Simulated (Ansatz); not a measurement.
## BaTe under pressure: fit and missing row

BaTe, Fm-3m, a = 7.064 Å. Ansatz: r2SCAN, PAW, 500 eV, Γ-centred 8×8×8 mesh on 2 atoms, Gaussian smearing 0.02 eV; no spin polarisation. Cell and atoms are relaxed at each pressure, and no other structure is tried, so the rows at high pressure may lie past a change of phase.

| V (Å³/atom) | P (GPa) |
| --- | --- |
| 24.649 | 60.00 |
| 29.293 | 30.04 |
| ? | 14.96 |
| 36.894 | 7.98 |
| 40.631 | 2.95 |
| 44.054 | -0.01 |
| 50.136 | -2.99 |

**Question.** Take V0 = 44.054 Å³/atom, count pressures from its P0 = -0.01 GPa, fit the third-order Birch–Murnaghan form to the other rows, and predict the missing volume.

**Answer.** With the Eulerian strain f = ½[(V0/V)^(2/3) − 1] and y = (P − P0)/[3f(1 + 2f)^(5/2)], the form is the line y = B0 + 1.5 B0 (B0′ − 4) f. Rows (f, y): 0.23637, 32.2; 0.15632, 32.5; 0.06276, 31.6; 0.02770, 31.1; -0.04130, 29.8. Means f = 0.08837, y = 31.440; Σ(Δf)² = 0.04767, ΣΔfΔy = 0.4137; the slope is their ratio. y = 30.67 + 8.678 f GPa, so B0 = 30.7 GPa and B0′ = 4 + 2 × (8.678)/(3 × 30.67) = 4.19. P = 14.96 GPa is met at f = 0.10021 (y = 31.54), so V = V0 (1 + 2f)^(−3/2) = 33.495 Å³/atom. The run gave 33.580 Å³/atom, so the fit is 0.085 Å³/atom too low, within the rms miss on the fitted rows (0.092 Å³/atom).

Where the gap has closed, the smearing of 0.02 eV or less is narrow for a metal on this mesh.